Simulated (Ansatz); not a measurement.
# Tungsten, beta-Sn type under LDA: from relaxation to bulk modulus, part 2 of 2

What does LDA give for tungsten in the beta-Sn type structure? We relax it, solve it on a dense k-mesh, switch on spin-orbit coupling, then scale the cell to 7 volumes from 88 to 112 % of the relaxed one and try a fit of the equation of state. The k-meshes are 13×13×9 for the relaxation; 22×22×12 for the dense run; 14×14×7 for spin-orbit coupling; 15×15×8 for the volumes.

Ansatz 0.2.0; DFT, LDA (PW92), plane waves (420 eV) with PAW, scalar-relativistic. The steps go on from the part before.

## (3) The energy on a finer k-mesh

The input, input.yaml:

```yaml
crystal:
  lattice:
    - [-1.8788168247, 1.8789941482, 1.3247173369]
    - [1.8789941482, -1.8788168247, 1.3247173369]
    - [3.1577030718, 3.1577030718, -1.3243925686]
  atoms:
    - { symbol: W, position: [2.23358e-05, 0.9999776642, 0.0] }
    - { symbol: W, position: [0.7499776642, 0.2500223358, 0.5] }
hamiltonian:
  xc: lda
  pseudopotentials:
    kind: paw
    azcp:
      W: "pseudopotentials/W.paw.azcp"
basis:
  ecutwfc: 420
  fft_grid_basis: typed
kpoints:
  mp_grid: { grid: [22, 22, 12], shift: [0, 0, 0] }
magnetization:
  spin_polarized: false
scf:
  occupations: { method: fermi_dirac, width: 0.1 }
output:
  write_density: true
  write_potential: true
  elf: true
  volumetric_format: npy
```

The program printed, cut to the lines that bear on the results:

```text
Warning: <dir> the record states the generating functional pbe (its physics header spells it `PBE`), which answers neither for hamiltonian.xc's functional nor for the lda family's — results may be inconsistent (PPs are generated against a specific XC)
Warning: RAYON_NUM_THREADS=2 ignored (pool sized by the plan → 2); use --threads N
[...]
Pseudopotentials: kind: paw
Pseudopotential: W, paw, valence charge 14, recommended cutoff 420 eV (normal), <dir>
Functional definition: SPW92
[...]
Crystal: 2 atoms, lattice volume = 31.439 Å³
Basis set: ecut = 420 eV, 603 PW (Γ)
[...]
SCF iter   6: F=-20259.119238 eV  HF=-20259.119238 eV  |F-HF|=7.64e-11  |Δ(HF+E_count)|=   8.13e-9  Δρ=1.98e-6  dr2=5.31e-10  ethr=1.43e-10  ⟨swp⟩=1.0  Hψ=77509  notcnv=0
[...]
SCF converged after 6 iterations
Free energy (F): -20259.119238 eV
[...]
E sigma→0 (E₀):  -20259.101201 eV
Entropy (-TS):   -0.036076 eV (-18.038 meV/atom)
Fermi energy:    22.184699 eV
[...]
--- Band table (eV; the first three rows and the last of 1531) ---
  k-point 0: bands = ["-51.5630", "-51.3965", "-16.5472", "-15.6102", "-15.2341", "-15.0991", "-15.0909", "-15.0111", "12.8678", "16.2487", "19.7095", "20.0649", "21.3882", "22.8458", "23.1224", "23.3679", "23.6479", "25.1245"]
[...]
```

Wall time 12 s (2 threads of an x86-64 CPU, shared host); peak memory 1 GiB.

The maps below are laid out on this run's own conventional cell (a, b, c = 2.649, 5.314, 8.932 Å).

Density in a lattice plane of the grid's cell (edges 2.65 and 8.93 Å, at 0.250 of the third edge), which holds W.

Ten even steps from '0' (0.24 e/Å³) to '9' (5.18 e/Å³):
```
00000000
00000000
01110000
27972000
59795101
27972000
01110000
00000000
00000000
00000000
00000000
00000000
00000111
20002797
51015979
20002797
00000111
00000000
00000000
00000000
```
Columns run along the first of these edges and rows up along the second, over one cell in 8 and 20 even steps from the bottom left corner. Atoms in the plane (fractional): W at (0.25, 0.75), W at (0.75, 0.25).

ELF in the same plane.

Values, 12 rows by 6 columns:
```
0.43 0.48 0.48 0.43 0.37 0.37
0.22 0.52 0.52 0.22 0.31 0.31
0.72 0.26 0.26 0.72 0.34 0.34
0.22 0.52 0.52 0.22 0.31 0.31
0.43 0.48 0.48 0.43 0.37 0.37
0.32 0.34 0.34 0.32 0.34 0.34
0.43 0.37 0.37 0.43 0.48 0.48
0.22 0.31 0.31 0.22 0.52 0.52
0.72 0.34 0.34 0.72 0.26 0.26
0.22 0.31 0.31 0.22 0.52 0.52
0.43 0.37 0.37 0.43 0.48 0.48
0.32 0.34 0.34 0.32 0.34 0.34
```
Columns run along the first of these edges and rows up along the second, over one cell in 6 and 12 even steps from the bottom left corner. Atoms in the plane (fractional): W at (0.25, 0.75), W at (0.75, 0.25).

Both are smooth fields of the valence electrons: close to the nuclei they are not physical.

The highest ELF values outside the cores: 0.52 between the atoms, 1.6 Å from W.

## (4) A two-component run at the same geometry

Edit input.yaml of step 3 so:

```diff
@@ -11,3 +11,3 @@
   pseudopotentials:
-    kind: paw
+    kind: paw_fr
     azcp:
@@ -18,11 +18,7 @@
 kpoints:
-  mp_grid: { grid: [22, 22, 12], shift: [0, 0, 0] }
+  mp_grid: { grid: [14, 14, 7], shift: [0, 0, 0] }
 magnetization:
-  spin_polarized: false
+  noncollinear: true
+  spin_orbit: true
 scf:
   occupations: { method: fermi_dirac, width: 0.1 }
-output:
-  write_density: true
-  write_potential: true
-  elf: true
-  volumetric_format: npy
```

The program printed, cut to the lines that bear on the results:

```text
Warning: <dir> the record states the generating functional pbe (its physics header spells it `PBE`), which answers neither for hamiltonian.xc's functional nor for the lda family's — results may be inconsistent (PPs are generated against a specific XC)
Warning: RAYON_NUM_THREADS=2 ignored (pool sized by the plan → 2); use --threads N
[...]
Pseudopotentials: kind: paw_fr
Pseudopotential: W, paw_fr, valence charge 14, recommended cutoff 420 eV (normal), <dir>
[... 1 set-up line as earlier in the session ...]
[...]
SCF iter   6: F=-20306.496883 eV  HF=-20306.496883 eV  |F-HF|=2.40e-9  |Δ(HF+E_count)|=   2.12e-7  Δρ=5.23e-6  dr2=5.60e-9  dr2_m=0.00e0 (ungated)  ethr=3.57e-10  |M|=0.00e0 ∫|m|=0.00e0 μB  |m|>n=0.0e0 m-floor=0.0e0 τ_xc=0.0e0  ⟨swp⟩=3.0  Hψ=15503  notcnv=0
[...]
SCF converged after 6 iterations
Magnetization: |M| = 0.0000 μB,  M = (+0.0000, +0.0000, +0.0000) μB
Absolute magnetization: 0.0000 μB (∫|m|)
  site 0: m = (+0.0000, +0.0000, +0.0000) μB, |m| = 0.0000 μB  (R = 1.09 Å)
  site 1: m = (+0.0000, +0.0000, +0.0000) μB, |m| = 0.0000 μB  (R = 1.09 Å)
Free energy (F): -20306.496883 eV
[...]
E sigma→0 (E₀):  -20306.480496 eV
Entropy (-TS):   -0.032774 eV (-16.387 meV/atom)
Fermi energy:    22.189467 eV
[...]
```

It took 9.9 s on 2 threads of an x86-64 CPU, shared host; peak memory 0.9 GiB.

Side by side:

```tsv
	scalar-relativistic	with spin-orbit coupling
k-mesh	22×22×12	14×14×7
gap on the mesh	none (levels filled in part)	none (levels filled in part)
```

The meshes differ, so small differences between the columns need not come from spin-orbit coupling.

## (5) Volume × 0.88

The input, input.yaml:

```yaml
crystal:
  lattice:
    - [-1.8004400483, 1.8006099746, 1.2694553906]
    - [1.8006099746, -1.8004400483, 1.2694553906]
    - [3.0259762402, 3.0259762402, -1.2691441704]
  atoms:
    - { symbol: W, position: [2.23358e-05, 0.9999776642, 0.0] }
    - { symbol: W, position: [0.7499776642, 0.2500223358, 0.5] }
hamiltonian:
  xc: lda
  pseudopotentials:
    kind: paw
    azcp:
      W: "pseudopotentials/W.paw.azcp"
basis:
  ecutwfc: 420
  fft_grid_basis: typed
kpoints:
  mp_grid: { grid: [15, 15, 8], shift: [0, 0, 0] }
magnetization:
  spin_polarized: false
scf:
  occupations: { method: fermi_dirac, width: 0.1 }
  lower_state_search: "off"
output:
  stress: true
```

The program printed, cut to the lines that bear on the results:

```text
Warning: <dir> the record states the generating functional pbe (its physics header spells it `PBE`), which answers neither for hamiltonian.xc's functional nor for the lda family's — results may be inconsistent (PPs are generated against a specific XC)
Warning: RAYON_NUM_THREADS=2 ignored (pool sized by the plan → 2); use --threads N
[...]
[... 3 set-up lines as earlier in the session ...]
[...]
Crystal: 2 atoms, lattice volume = 27.667 Å³
Basis set: ecut = 420 eV, 551 PW (Γ)
[...]
SCF iter   6: F=-20258.567446 eV  HF=-20258.567446 eV  |F-HF|=6.91e-11  |Δ(HF+E_count)|=   2.03e-9  Δρ=1.26e-6  dr2=2.37e-10  ethr=7.66e-11  ⟨swp⟩=2.0  Hψ=32320  notcnv=0
[...]
SCF converged after 6 iterations
Free energy (F): -20258.567446 eV
[...]
E sigma→0 (E₀):  -20258.550151 eV
Entropy (-TS):   -0.034589 eV (-17.295 meV/atom)
Fermi energy:    25.701996 eV
[...]
--- Stress (GPa, compression-positive) ---
       52.441155       2.200991      -0.054906
        2.200991      52.441155      -0.054906
       -0.054906      -0.054906      51.734539
  P = ⅓ Tr σ = 52.2056 GPa (522.056 kbar)
```

It took 3 s on 2 threads of an x86-64 CPU, shared host; peak memory 0.59 GiB.

## (6) Volume × 0.92

Edit input.yaml of step 5 so:

```diff
@@ -2,5 +2,5 @@
   lattice:
-    - [-1.8004400483, 1.8006099746, 1.2694553906]
-    - [1.8006099746, -1.8004400483, 1.2694553906]
-    - [3.0259762402, 3.0259762402, -1.2691441704]
+    - [-1.8273162502, 1.8274887131, 1.2884052798]
+    - [1.8274887131, -1.8273162502, 1.2884052798]
+    - [3.0711467241, 3.0711467241, -1.2880894138]
   atoms:
@@ -26 +26,5 @@
   stress: true
+  write_density: true
+  write_potential: true
+  elf: true
+  volumetric_format: npy
```

The program printed, cut to the lines that bear on the results:

```text
Warning: <dir> the record states the generating functional pbe (its physics header spells it `PBE`), which answers neither for hamiltonian.xc's functional nor for the lda family's — results may be inconsistent (PPs are generated against a specific XC)
Warning: RAYON_NUM_THREADS=2 ignored (pool sized by the plan → 2); use --threads N
[...]
[... 3 set-up lines as earlier in the session ...]
[...]
Crystal: 2 atoms, lattice volume = 28.924 Å³
Basis set: ecut = 420 eV, 579 PW (Γ)
[...]
SCF converged after 6 iterations
Free energy (F): -20258.891814 eV
[...]
E sigma→0 (E₀):  -20258.874262 eV
Entropy (-TS):   -0.035103 eV (-17.552 meV/atom)
Fermi energy:    24.433294 eV
[...]
--- Stress (GPa, compression-positive) ---
       31.338887       1.267434      -0.045624
        1.267434      31.338887      -0.045624
       -0.045624      -0.045624      30.807792
  P = ⅓ Tr σ = 31.1619 GPa (311.619 kbar)
--- Band table (eV; the first three rows and the last of 488) ---
  k-point 0: bands = ["-49.2695", "-49.0322", "-14.5349", "-13.2843", "-12.8010", "-12.6424", "-12.6324", "-12.5429", "14.6468", "17.9122", "21.6226", "22.0065", "23.4667", "25.0623", "25.3837", "25.6294", "26.2312", "27.6073"]
[...]
```

Run time: 4.6 s. Hardware: 2 threads of an x86-64 CPU, shared host; peak memory 0.61 GiB.

## (7) Volume × 0.96

Edit input.yaml of step 6 so:

```diff
@@ -2,5 +2,5 @@
   lattice:
-    - [-1.8273162502, 1.8274887131, 1.2884052798]
-    - [1.8274887131, -1.8273162502, 1.2884052798]
-    - [3.0711467241, 3.0711467241, -1.2880894138]
+    - [-1.8534242954, 1.8535992223, 1.3068135566]
+    - [1.8535992223, -1.8534242954, 1.3068135566]
+    - [3.1150261771, 3.1150261771, -1.3064931776]
   atoms:
@@ -26,5 +26 @@
   stress: true
-  write_density: true
-  write_potential: true
-  elf: true
-  volumetric_format: npy
```

The program printed, cut to the lines that bear on the results:

```text
Warning: <dir> the record states the generating functional pbe (its physics header spells it `PBE`), which answers neither for hamiltonian.xc's functional nor for the lda family's — results may be inconsistent (PPs are generated against a specific XC)
Warning: RAYON_NUM_THREADS=2 ignored (pool sized by the plan → 2); use --threads N
[...]
[... 3 set-up lines as earlier in the session ...]
[...]
Crystal: 2 atoms, lattice volume = 30.182 Å³
Basis set: ecut = 420 eV, 587 PW (Γ)
[...]
SCF iter   6: F=-20259.066756 eV  HF=-20259.066756 eV  |F-HF|=8.37e-11  |Δ(HF+E_count)|=   1.08e-8  Δρ=1.92e-6  dr2=5.19e-10  ethr=1.74e-10  ⟨swp⟩=2.2  Hψ=31955  notcnv=0
[...]
SCF converged after 6 iterations
Free energy (F): -20259.066756 eV
[...]
E sigma→0 (E₀):  -20259.049088 eV
Entropy (-TS):   -0.035335 eV (-17.667 meV/atom)
Fermi energy:    23.267610 eV
[...]
--- Stress (GPa, compression-positive) ---
       14.115689       0.469950      -0.030552
        0.469950      14.115689      -0.030552
       -0.030552      -0.030552      13.746394
  P = ⅓ Tr σ = 13.9926 GPa (139.926 kbar)
```

Run time: 3.2 s. Hardware: 2 threads of an x86-64 CPU, shared host; peak memory 0.6 GiB.

## (8) Volume × 1.0

Edit input.yaml of step 7 so:

```diff
@@ -2,5 +2,5 @@
   lattice:
-    - [-1.8534242954, 1.8535992223, 1.3068135566]
-    - [1.8535992223, -1.8534242954, 1.3068135566]
-    - [3.1150261771, 3.1150261771, -1.3064931776]
+    - [-1.8788168247, 1.8789941482, 1.3247173369]
+    - [1.8789941482, -1.8788168247, 1.3247173369]
+    - [3.1577030718, 3.1577030718, -1.3243925686]
   atoms:
```

The program printed, cut to the lines that bear on the results:

```text
Warning: <dir> the record states the generating functional pbe (its physics header spells it `PBE`), which answers neither for hamiltonian.xc's functional nor for the lda family's — results may be inconsistent (PPs are generated against a specific XC)
Warning: RAYON_NUM_THREADS=2 ignored (pool sized by the plan → 2); use --threads N
[...]
[... 3 set-up lines as earlier in the session ...]
[...]
Crystal: 2 atoms, lattice volume = 31.439 Å³
Basis set: ecut = 420 eV, 603 PW (Γ)
[...]
SCF iter   6: F=-20259.119688 eV  HF=-20259.119688 eV  |F-HF|=9.46e-11  |Δ(HF+E_count)|=   7.18e-9  Δρ=1.98e-6  dr2=5.47e-10  ethr=1.42e-10  ⟨swp⟩=2.1  Hψ=31147  notcnv=0
[...]
SCF converged after 6 iterations
Free energy (F): -20259.119688 eV
[...]
E sigma→0 (E₀):  -20259.101968 eV
Entropy (-TS):   -0.035439 eV (-17.720 meV/atom)
Fermi energy:    22.193893 eV
[...]
--- Stress (GPa, compression-positive) ---
        0.053096      -0.196139      -0.017655
       -0.196139       0.053096      -0.017655
       -0.017655      -0.017655      -0.204888
  P = ⅓ Tr σ = -0.0329 GPa (-0.329 kbar)
```

Wall time 3.5 s (2 threads of an x86-64 CPU, shared host); peak memory 0.61 GiB.

## (9) Volume × 1.04

Edit input.yaml of step 8 so:

```diff
@@ -2,5 +2,5 @@
   lattice:
-    - [-1.8788168247, 1.8789941482, 1.3247173369]
-    - [1.8789941482, -1.8788168247, 1.3247173369]
-    - [3.1577030718, 3.1577030718, -1.3243925686]
+    - [-1.903540934, 1.903720591, 1.3421498273]
+    - [1.903720591, -1.903540934, 1.3421498273]
+    - [3.1992565616, 3.1992565616, -1.3418207853]
   atoms:
```

The program printed, cut to the lines that bear on the results:

```text
Warning: <dir> the record states the generating functional pbe (its physics header spells it `PBE`), which answers neither for hamiltonian.xc's functional nor for the lda family's — results may be inconsistent (PPs are generated against a specific XC)
Warning: RAYON_NUM_THREADS=2 ignored (pool sized by the plan → 2); use --threads N
[...]
[... 3 set-up lines as earlier in the session ...]
[...]
Crystal: 2 atoms, lattice volume = 32.697 Å³
Basis set: ecut = 420 eV, 619 PW (Γ)
[...]
SCF iter   6: F=-20259.072982 eV  HF=-20259.072982 eV  |F-HF|=2.91e-10  |Δ(HF+E_count)|=   6.84e-9  Δρ=2.32e-6  dr2=8.78e-10  ethr=1.47e-10  ⟨swp⟩=2.1  Hψ=31132  notcnv=0
[...]
SCF converged after 6 iterations
Free energy (F): -20259.072982 eV
[...]
E sigma→0 (E₀):  -20259.055128 eV
Entropy (-TS):   -0.035709 eV (-17.854 meV/atom)
Fermi energy:    21.201720 eV
[...]
--- Stress (GPa, compression-positive) ---
      -11.409278      -0.757593      -0.009403
       -0.757593     -11.409278      -0.009403
       -0.009403      -0.009403     -11.617949
  P = ⅓ Tr σ = -11.4788 GPa (-114.788 kbar)
```

Run time: 3.7 s. Hardware: 2 threads of an x86-64 CPU, shared host; peak memory 0.61 GiB.

## (10) Volume × 1.08

Edit input.yaml of step 9 so:

```diff
@@ -2,5 +2,5 @@
   lattice:
-    - [-1.903540934, 1.903720591, 1.3421498273]
-    - [1.903720591, -1.903540934, 1.3421498273]
-    - [3.1992565616, 3.1992565616, -1.3418207853]
+    - [-1.9276389471, 1.9278208784, 1.3591408694]
+    - [1.9278208784, -1.9276389471, 1.3591408694]
+    - [3.2397577797, 3.2397577797, -1.3588076618]
   atoms:
@@ -26 +26,5 @@
   stress: true
+  write_density: true
+  write_potential: true
+  elf: true
+  volumetric_format: npy
```

The program printed, cut to the lines that bear on the results:

```text
Warning: <dir> the record states the generating functional pbe (its physics header spells it `PBE`), which answers neither for hamiltonian.xc's functional nor for the lda family's — results may be inconsistent (PPs are generated against a specific XC)
Warning: RAYON_NUM_THREADS=2 ignored (pool sized by the plan → 2); use --threads N
[...]
[... 3 set-up lines as earlier in the session ...]
[...]
Crystal: 2 atoms, lattice volume = 33.954 Å³
Basis set: ecut = 420 eV, 651 PW (Γ)
[...]
SCF converged after 6 iterations
Free energy (F): -20258.945055 eV
[...]
E sigma→0 (E₀):  -20258.926929 eV
Entropy (-TS):   -0.036251 eV (-18.125 meV/atom)
Fermi energy:    20.281531 eV
[...]
--- Stress (GPa, compression-positive) ---
      -20.724659      -1.241493      -0.004980
       -1.241493     -20.724659      -0.004980
       -0.004980      -0.004980     -20.939791
  P = ⅓ Tr σ = -20.7964 GPa (-207.964 kbar)
--- Band table (eV; the first three rows and the last of 488) ---
  k-point 0: bands = ["-53.5690", "-53.4500", "-18.3362", "-17.6275", "-17.3313", "-17.2199", "-17.2132", "-17.1378", "11.3795", "14.8128", "18.0513", "18.3780", "19.5892", "20.9259", "21.1367", "21.4058", "21.5099", "22.9729"]
[...]
```

Run time: 5.1 s. Hardware: 2 threads of an x86-64 CPU, shared host; peak memory 0.63 GiB.

## (11) Volume × 1.12

Edit input.yaml of step 10 so:

```diff
@@ -2,5 +2,5 @@
   lattice:
-    - [-1.9276389471, 1.9278208784, 1.3591408694]
-    - [1.9278208784, -1.9276389471, 1.3591408694]
-    - [3.2397577797, 3.2397577797, -1.3588076618]
+    - [-1.9511490562, 1.9513332064, 1.3757173917]
+    - [1.9513332064, -1.9511490562, 1.3757173917]
+    - [3.2792709151, 3.2792709151, -1.3753801202]
   atoms:
@@ -26,5 +26 @@
   stress: true
-  write_density: true
-  write_potential: true
-  elf: true
-  volumetric_format: npy
```

The program printed, cut to the lines that bear on the results:

```text
Warning: <dir> the record states the generating functional pbe (its physics header spells it `PBE`), which answers neither for hamiltonian.xc's functional nor for the lda family's — results may be inconsistent (PPs are generated against a specific XC)
Warning: RAYON_NUM_THREADS=2 ignored (pool sized by the plan → 2); use --threads N
[...]
[... 3 set-up lines as earlier in the session ...]
[...]
Crystal: 2 atoms, lattice volume = 35.212 Å³
Basis set: ecut = 420 eV, 667 PW (Γ)
[...]
SCF iter   6: F=-20258.751114 eV  HF=-20258.751114 eV  |F-HF|=3.17e-10  |Δ(HF+E_count)|=  4.40e-10  Δρ=2.45e-6  dr2=9.66e-10  ethr=1.16e-10  ⟨swp⟩=2.2  Hψ=28604  notcnv=0
[...]
SCF converged after 6 iterations
Free energy (F): -20258.751114 eV
[...]
E sigma→0 (E₀):  -20258.732596 eV
Entropy (-TS):   -0.037037 eV (-18.519 meV/atom)
Fermi energy:    19.425246 eV
[...]
--- Stress (GPa, compression-positive) ---
      -28.268734      -1.663082      -0.002905
       -1.663082     -28.268734      -0.002905
       -0.002905      -0.002905     -28.527850
  P = ⅓ Tr σ = -28.3551 GPa (-283.551 kbar)
```

Run time: 3.7 s. Hardware: 2 threads of an x86-64 CPU, shared host; peak memory 0.63 GiB.

## (12) The equation of state

The cell was scaled evenly, with its shape and the fractional positions fixed.

```tsv
V (Å³/atom)	E − E₀ (meV/atom)	P from the stress (GPa)	P from the fit (GPa)
13.833	275.8	52.21	52.25
14.462	113.8	31.16	31.13
15.091	26.4	13.99	13.96
15.720	-0.1	-0.03	-0.04
16.348	23.3	-11.48	-11.48
16.977	87.4	-20.80	-20.83
17.606	184.6	-28.36	-28.49
```

A third-order Birch-Murnaghan fit gives V₀ = 15.718 Å³/atom, B₀ = 316 GPa and B₀′ = 4.0; it misses no point by more than 0.09 meV/atom.

## (13) Results

The summary covers parts 1 to 2.

| quantity | value |
| --- | --- |
| space group (spins left aside) | Fddd (No. 70) |
| conventional cell | a = 2.649 Å, b = 5.314 Å, c = 8.932 Å |
| volume | 15.720 Å³/atom |
| shortest distance | 2.649 Å |
| gap on the mesh | none (levels filled in part) |
| relative to bcc | +298 meV/atom |
| highest ELF outside the cores | 0.52, 1.56 Å from the nearest atom |
| V₀, B₀, B₀′ | 15.718 Å³/atom, 316 GPa, 4.0 |

From the guessed start the volume shrank by 5.5 % in 16 steps. The cell has left its prototype: it ends as Fddd. What follows belongs to that structure, not to the type named at the start. The mesh has less symmetry than the lattice, which may have let the distortion in. Against the reference form of tungsten (bcc, computed apart with the same settings) it stands 298 meV/atom higher, so it is far from stable. Levels at the Fermi energy are filled in part, as in a metal. The total energy of the spin-orbit run lies -23.7 eV/atom from the scalar one, but the two kinds of run don't share a zero of energy: only differences within one kind count. The fitted modulus is 316 GPa, among the stiffest elements; letting shape and positions relax at each volume could only lower it.
